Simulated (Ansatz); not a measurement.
**AlNi in Ansatz: convergence with ecutfock ratio**

Crystal: AlNi.

```
Ni Al
1.0
     2.88100    0.00000    0.00000
     0.00000    2.88100    0.00000
     0.00000    0.00000    2.88100
Ni Al
1 1
Direct
  0.50000 0.50000 0.50000
  0.00000 0.00000 0.00000
```

- Program: Ansatz 0.2.0
- Task: convergence study
- Functional: HSE06
- Potentials or basis: Ansatz PAW
- Cutoff: 420 eV
- Density cutoff: 1680 eV
- k mesh: 5 × 5 × 5
- Occupations: gaussian, width 0.1 eV
- Spin: collinear spin, ferromagnetic start
- Starting moments: [1.0, 0.0] μB

These are the settings of the first run; the series varies ecutfock ratio, with any setting tied to it.

Hardware: 2 threads of Intel(R) Xeon(R) Processor @ 2.50GHz (Skylake/Cascade Lake), on a shared host.

The values tried are 1, 2, 3, 4, loosest first. From which on does the energy stay within 1 meV/atom of the tightest run that finished?

From 2 on.

```tsv
ecutfock ratio	energy less the tightest run, at zero smearing (meV/atom)	SCF cycles	CPU time (s)	peak memory (GiB)
1	100.76	52	59	0.56
2	0.89	53	70	0.64
3	0.00	53	74	0.65
4	0.00	53	76	0.7
```

The tightest run that finished is the yardstick and may itself not be fully converged.

Caveat, for the tightest run too: the k mesh is coarse (spacing up to 0.44 Å⁻¹), so the values aren't converged, least of all with exact exchange; the magnetic or orbital state may not be the lowest.
